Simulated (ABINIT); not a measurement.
BN: equation of state with PBE+D4

**Experimental background.**

“Effect of nanostructuration on compressibility of cubic BN”, 2012, arxiv:1208.3664 quotes, for a bulk crystal of BN at 300 K: bulk modulus 395 ± 2 GPa.

BN:

```
N B
1.0
     0.00000    1.81300    1.81300
     1.81300    0.00000    1.81300
     1.81300    1.81300    0.00000
N B
1 1
Cartesian
  0.9065 0.9065 0.9065
  0.0000 0.0000 0.0000
```

The cell is a database's computed one.

```yaml
Program: ABINIT 10.8.3 (patched build)
Task: equation of state
Functional: PBE
Dispersion: D4
Potentials_or_basis: JTH PAW PBE v2.0
Cutoff: 707 eV
k_mesh: 13 × 13 × 13
Occupations: fermi-dirac, width 0.05 eV
Spin: no spin polarisation
Dispersion_computed_by: dftd4 4.3.1
Fine-grid_cutoff: 1306.15 eV
```

```
Equilibrium volume                      : 5.87 Å³/atom
Bulk modulus                            : 385 GPa
Pressure derivative of the bulk modulus : 3.9
```

Energy against volume, from the lowest point:
```csv
volume (Å³/atom),energy (meV/atom)
5.602,15.27
5.721,4.33
5.840,0.00
5.959,1.59
6.078,8.59
6.198,20.47
6.317,36.78
```

It took 120 s on 1 thread of Arm Neoverse V1 (shared host), peak memory 0.08 GiB.

Measured bulk modulus of BN: 395 GPa (300 K; quoted in “Effect of nanostructuration on compressibility of cubic BN”, 2012, arxiv:1208.3664). This calculation gives 385 GPa (-2.5 %). The fit is for a static lattice scaled at fixed shape and fixed fractional positions.

Caveat: pressures at fixed basis lie under the slope of the energies; the log and the count of SCF iterations are those of the last ABINIT call alone.
